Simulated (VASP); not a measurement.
# Ca in VASP: work function with PBE

Aim: the work function of Ca with PBE.

All numbers are computed with VASP 6.6.1; they aren't measurements. Logs are shortened: lines on timing, memory, paths and dates and some standing lists are left out, and cuts for length are marked.

## 1. The cell of the first run

The cell holds a slab with vacuum, 4 atoms: a = 3.952 Å, b = 3.952 Å, c = 24.679 Å, α = 90.00°, β = 90.00°, γ = 120.00°.

The slab is cut from a database's or a generator's crystal, which needn't be the stable form of the element.

## 2. Work function, PBE (the (1 1 1) slab of Ca, cut from the database cell, not relaxed)

The input, INCAR:

```
SYSTEM = Ca
PREC = Accurate
ENCUT = 520
EDIFF = 1E-6
ISMEAR = 0
SIGMA = 0.05
LREAL = .False.
LASPH = .True.
NELM = 60
ALGO = Normal
ISIF = 2
LWAVE = .False.
LCHARG = .True.
LDIPOL = .True.
IDIPOL = 3
DIPOL = 0.5 0.5 0.500
GGA = PE
LELF = .True.
LVHAR = .True.
LVACPOTAV = .True.
```

The input, KPOINTS:

```
Automatic mesh
0
Gamma
  8 8 1
  0 0 0
```

The input, POSCAR:

```
Ca
1.0
    3.9515955360      0.0000000000      0.0000000000
   -1.9757977680      3.4221821196      0.0000000000
    0.0000000000      0.0000000000     24.6793927330
Ca
4
Direct
    0.6666666667      0.3333333333      0.3038972669
    0.3333333333      0.6666666667      0.4346324223
    0.0000000000      0.0000000000      0.5653675777
    0.6666666667      0.3333333333      0.6961027331
```

Potentials or basis: VASP PAW PBE potentials, release 64 (Ca_sv).

Run with:

```sh
$ cat potpaw_PBE.64/Ca_sv/POTCAR > POTCAR
$ mpirun -np 1 vasp_std > vasp.out
```

OUTCAR:

```text
SYSTEM = Ca
   PREC = Accurate
   ENCUT = 520
   EDIFF = 1E-6
   ISMEAR = 0
   LREAL = .False.
   LASPH = .True.
   NELM = 60
   ISIF = 2
   GGA = PE

 ion  position               nearest neighbor table
   1  0.667  0.333  0.304-
   2  0.333  0.667  0.435-
   3  0.000  0.000  0.565-
   4  0.667  0.333  0.696-

  LATTYP: Found a hexagonal cell.
 ALAT       =     3.9515955360
 C/A-ratio  =     6.2454247931

  Lattice vectors:

 A1 = (   3.9515955360,   0.0000000000,   0.0000000000)
 A2 = (  -1.9757977680,   3.4221821196,   0.0000000000)
 A3 = (   0.0000000000,   0.0000000000,  24.6793927330)

Analysis of symmetry for initial positions (statically):
=====================================================================
 Subroutine PRICEL returns:
 Original cell was already a primitive cell.

 Routine SETGRP: Setting up the symmetry group for a
 hexagonal supercell.

 Subroutine GETGRP returns: Found 12 space group operations
 (whereof  6 operations were pure point group operations)
 out of a pool of 24 trial point group operations.

The static configuration has the point symmetry C_3v.
 The point group associated with its full space group is D_3d.

Analysis of symmetry for dynamics (positions and initial velocities):
=====================================================================
 Subroutine PRICEL returns:
 Original cell was already a primitive cell.

 Routine SETGRP: Setting up the symmetry group for a
 hexagonal supercell.

 Subroutine GETGRP returns: Found 12 space group operations
 (whereof  6 operations were pure point group operations)
 out of a pool of 24 trial point group operations.

The dynamic configuration has the point symmetry C_3v.
 The point group associated with its full space group is D_3d.

 Subroutine INISYM returns: Found 12 space group operations
 (whereof  6 operations are pure point group operations),
 and found     1 'primitive' translations

----------------------------------------------------------------------------------------

                                     Primitive cell

  volume of cell :     333.7414

  direct lattice vectors                    reciprocal lattice vectors
     3.951595536  0.000000000  0.000000000     0.253062337  0.146105608  0.000000000
    -1.975797768  3.422182120  0.000000000     0.000000000  0.292211216  0.000000000
     0.000000000  0.000000000 24.679392733     0.000000000  0.000000000  0.040519636

  length of vectors
     3.951595536  3.951595536 24.679392733     0.292211216  0.292211216  0.040519636

  position of ions in fractional coordinates (direct lattice)
     0.666666667  0.333333333  0.303897267
     0.333333333  0.666666667  0.434632422
     0.000000000  0.000000000  0.565367578
     0.666666667  0.333333333  0.696102733

  ion indices of the primitive-cell ions
   primitive index   ion index
                 1           1
                 2           2
                 3           3
                 4           4

----------------------------------------------------------------------------------------

 KPOINTS: Automatic mesh

Automatic generation of k-mesh.
 Grid dimensions read from file:
 generate k-points for:    8    8    1

 Generating k-lattice:

  Cartesian coordinates                     Fractional coordinates (reciprocal lattice)
     0.031632792  0.018263201  0.000000000     0.125000000  0.000000000  0.000000000
     0.000000000  0.036526402  0.000000000     0.000000000  0.125000000  0.000000000
     0.000000000  0.000000000  0.040519636     0.000000000  0.000000000  1.000000000

  Length of vectors
     0.036526402  0.036526402  0.040519636

  Shift w.r.t. Gamma in fractional coordinates (k-lattice)
     0.000000000  0.000000000  0.000000000

 Subroutine IBZKPT returns following result:
 ===========================================

 Found     10 irreducible k-points:

 Following reciprocal coordinates:
            Coordinates               Weight
  0.000000  0.000000  0.000000      1.000000
  0.125000  0.000000  0.000000      6.000000
  0.250000  0.000000  0.000000      6.000000
  0.375000  0.000000  0.000000      6.000000
  0.500000  0.000000  0.000000      3.000000
  0.125000  0.125000  0.000000      6.000000
  0.250000  0.125000  0.000000     12.000000
  0.375000  0.125000  0.000000     12.000000
  0.250000  0.250000  0.000000      6.000000
  0.375000  0.250000  0.000000      6.000000
   k-points           NKPTS =     10   k-points in BZ     NKDIM =     10   number of bands    NBANDS=     24
   number of dos      NEDOS =    301   number of ions     NIONS =      4
   total plane-waves  NPLWV = 172800
   dimension x,y,z NGX =    30 NGY =   30 NGZ =  192
   dimension x,y,z NGXF=    60 NGYF=   60 NGZF=  384
   ions per type =               4
   NGX,Y,Z   is equivalent  to a cutoff of  12.62, 12.62, 12.93 a.u.
   NGXF,Y,Z  is equivalent  to a cutoff of  25.24, 25.24, 25.87 a.u.
 SYSTEM =  Ca
   PREC   = accura    normal or accurate (medium, high low for compatibility)
   ISTART =      0    job   : 0-new  1-cont  2-samecut
   ICHARG =      2    charge: 1-file 2-atom 10-const
   ISPIN  =      1    spin polarized calculation?
   LNONCOLLINEAR =      F non collinear calculations
   LSORBIT =      F    spin-orbit coupling
   LASPH  =      T    aspherical Exc in radial PAW
   ENCUT  =  520.0 eV  38.22 Ry    6.18 a.u.   7.35  7.35 45.89*2*pi/ulx,y,z
   NELM   =     60;   NELMIN=  2; NELMDL= -5     # of ELM steps
   EDIFF  = 0.1E-05   stopping-criterion for ELM
   LREAL  =      F    real-space projection
   EDIFFG = 0.1E-04   stopping-criterion for IOM
   NSW    =      0    number of steps for IOM
   IBRION =     -1    ionic relax: 0-MD 1-quasi-New 2-CG
   NFREE  =      0    steps in history (QN), initial steepest desc. (CG)
   ISIF   =      2    stress and relaxation
   ISYM   =      2    0-nonsym 1-usesym 2-fastsym
   POTIM  = 0.5000    time-step for ionic-motion
   TEBEG  =    0.0;   TEEND  =   0.0 temperature during run
   PSTRESS=    0.0 pullay stress
   NELECT =      40.0000    total number of electrons
   NUPDOWN=      -1.0000    fix difference up-down
   EMIN   =  10.00;   EMAX   =-10.00  energy-range for DOS
   EFERMI =   0.00;   METHOD = LEGACY
   ISMEAR =     0;   SIGMA  =   0.05  broadening in eV -4-tet -1-fermi 0-gaus
   EFERMI_NEDOS =   21; number of points for ismear=-14 and -15
   IALGO  =     38    algorithm
   IMIX   =      4    mixing-type and parameters
     AMIX     =   0.40;   BMIX     =  1.00
     AMIX_MAG =   1.60;   BMIX_MAG =  1.00
  volume/ion in A,a.u.               =      83.44       563.05
  Fermi-wavevector in a.u.,A,eV,Ry     =   0.807157  1.525306  8.864233  0.651503
  Thomas-Fermi vector in A             =   1.915724
   LORBIT       =      0    0 simple, 1 ext, 2 COOP (PROOUT), +10 PAW based schemes
   GGA     = PE    functional components
   LHFCALC =     F    Hartree Fock is set to
   AEXX    =    0.0000 exact exchange contribution
   IVDW    =     0    specifies the selected vdW correction
   LEPSILON=     F    determine dielectric tensor
   LRPA    =     F    only Hartree local field effects (RPA)
 non-spin polarized calculation
 Gauss-broadening in eV      SIGMA  =   0.05
  energy-cutoff  :      520.00
  volume of cell :      333.74
 maximum number of plane-waves:      9049
 NGX is ok and might be reduce to    30
   NGX = 15   NGY = 15   NGZ = 91

 dipolmoment           0.000000      0.000000     -0.000000 electrons x Angstroem

 number of electron      40.0000000 magnetization

 dipolmoment           0.000000      0.000000      0.000000 electrons x Angstroem

 Free energy of the ion-electron system (eV)
  ---------------------------------------------------
  ext. energy  EPLUGINS =         0.00000000
  ---------------------------------------------------
  free energy    TOTEN  =        -6.94754671 eV

  energy without entropy =       -6.94300295  energy(sigma->0) =       -6.94527483

 E-fermi :  -0.3572     XC(G=0):  -4.6536

 val. band max:       -0.3710537382   @ k =   0.1250   0.0000   0.0000
 cond. band min:      -0.3520494438   @ k =   0.5000   0.0000   0.0000
 fundamental gap:      0.0190042943
 Fermi energy:        -0.3572294150

 k-point     1 :       0.0000    0.0000    0.0000
  band No.  band energies     occupation
      1     -42.8160      2.00000
      2     -42.8160      2.00000
      3     -42.4111      2.00000
      4     -42.4053      2.00000
      5     -23.8534      2.00000
      6     -23.8532      2.00000
[... 16 lines left out ...]
     23       0.5679      0.00000
     24       1.1281      0.00000

 k-point     2 :       0.1250    0.0000    0.0000
  band No.  band energies     occupation
      1     -42.8149      2.00000
      2     -42.8149      2.00000
      3     -42.4098      2.00000
      4     -42.4044      2.00000
      5     -23.8515      2.00000
      6     -23.8513      2.00000
[... 16 lines left out ...]
     23       0.6365      0.00000
     24       1.1327      0.00000

 k-point     3 :       0.2500    0.0000    0.0000
  band No.  band energies     occupation
      1     -42.8123      2.00000
      2     -42.8123      2.00000
      3     -42.4065      2.00000
      4     -42.4022      2.00000
      5     -23.8468      2.00000
      6     -23.8467      2.00000
[... 16 lines left out ...]
     23       0.6668      0.00000
     24       0.9160      0.00000
[... 136 lines left out ...]
 k-point     9 :       0.2500    0.2500    0.0000
  band No.  band energies     occupation
      1     -42.8085      2.00000
      2     -42.8085      2.00000
      3     -42.4015      2.00000
      4     -42.3996      2.00000
      5     -23.8402      2.00000
      6     -23.8402      2.00000
[... 16 lines left out ...]
     23       0.1697      0.00000
     24       0.4009      0.00000

 k-point    10 :       0.3750    0.2500    0.0000
  band No.  band energies     occupation
      1     -42.8077      2.00000
      2     -42.8077      2.00000
      3     -42.4002      2.00000
      4     -42.3994      2.00000
      5     -23.8389      2.00000
      6     -23.8388      2.00000
[... 16 lines left out ...]
     23       0.1698      0.00000
     24       0.3075      0.00000

------------------------ aborting loop because EDIFF is reached ----------------------------------------

  FORCE on cell =-STRESS in cart. coord.  units (eV):
  Direction    XX          YY          ZZ          XY          YZ          ZX
  --------------------------------------------------------------------------------------
  -------------------------------------------------------------------------------------
  Total       -0.4988573     -0.4988573     -1.1363114      0.0000000      0.0000000      0.0000000
  in kB       -2.3948420     -2.3948420     -5.4550390      0.0000000      0.0000000      0.0000000
  external PRESSURE =      -3.4149077 kB  Pullay stress =       0.0000000 kB

 VOLUME and BASIS-vectors are now :
 -----------------------------------------------------------------------------
  energy-cutoff  :      520.00
  volume of cell :      333.74
      direct lattice vectors                 reciprocal lattice vectors
     3.951595536  0.000000000  0.000000000     0.253062337  0.146105608  0.000000000
    -1.975797768  3.422182120  0.000000000     0.000000000  0.292211216  0.000000000
     0.000000000  0.000000000 24.679392733     0.000000000  0.000000000  0.040519636

 POSITION                                       TOTAL-FORCE (eV/Angst)
 -----------------------------------------------------------------------------------
      1.97580      1.14073      7.50000         0.000000     -0.000000      0.138168
     -0.00000      2.28145     10.72646         0.000000      0.000000     -0.070861
      0.00000      0.00000     13.95293        -0.000000      0.000000      0.070861
      1.97580      1.14073     17.17939        -0.000000      0.000000     -0.138168
 -----------------------------------------------------------------------------------
    total drift:                               -0.000000      0.000000     -0.000000

  FREE ENERGIE OF THE ION-ELECTRON SYSTEM (eV)
  ---------------------------------------------------
  free  energy   TOTEN  =        -6.9475467134 eV

  energy  without entropy=       -6.9430029514  energy(sigma->0) =       -6.94527483

 vacuum level on the upper side and lower side of the slab         2.621         2.621
```

It took 2.7 min on 1 thread of AMD EPYC 7R43 (Zen 3), shared host; peak memory 0.4 GiB.

Results:

```
Free energy                     : -6.9475 eV
Largest force                   : 0.138 eV/Å
Band gap on the k mesh          : none (metal or under the smearing width)
Work function of the upper face : 2.98 eV
Work function of the lower face : 2.98 eV
```

Forces on the atoms (eV/Å):
```
Ca   0.000  0.000  0.138
Ca   0.000  0.000 -0.071
Ca   0.000  0.000  0.071
Ca   0.000  0.000 -0.138
```
